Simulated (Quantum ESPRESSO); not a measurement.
**Mg under changes of volume**

One of the cells (23.237 Å³/atom); the others are scaled copies at fixed shape and fractional positions:

```xyz
2
Lattice="3.2093 0.0000 0.0000 -1.6046 2.7793 0.0000 0.0000 0.0000 5.2103" Properties=species:S:1:pos:R:3 pbc="T T T"
Mg    1.6047    0.9264    3.9077
Mg    0.0000    1.8529    1.3026
```

```yaml
Program: Quantum ESPRESSO 7.5
Functional: PBEsol
Potentials_or_basis: GBRV 1.5 PBEsol
Cutoff: 612 eV
Density_cutoff: 4898 eV
k_mesh: 10 × 10 × 5
Occupations: fermi-dirac, width 0.05 eV
Spin: no spin polarisation
```

```tsv
volume (Å³/atom)	energy over the lowest point (meV/atom)	pressure (GPa)
21.843	2.26	1.1
22.308	0.00	0.3
22.772	0.05	-0.5
23.237	?	?
23.702	6.21	-1.8
24.167	11.90	-2.3
24.631	19.13	-2.8
```

**Question.** What does the run at 23.237 Å³/atom give?

**Answer.** Energy over the lowest point 2.19 meV/atom; pressure -1.1 GPa.

Worked out: A Birch-Murnaghan fit of order 3 (a polynomial in V^(-2/3)) to the other rows has its minimum at 22.53 Å³/atom with B0 = V·E''(V) = 37 GPa and B' = 4.1 at fixed shape and positions, which overstates the stiffness. It gives 2.19 meV/atom at 23.237 Å³/atom, against the run's 2.19, and -dE/dV = -1.1 GPa, against -1.1.

Energies are extrapolated to zero smearing.
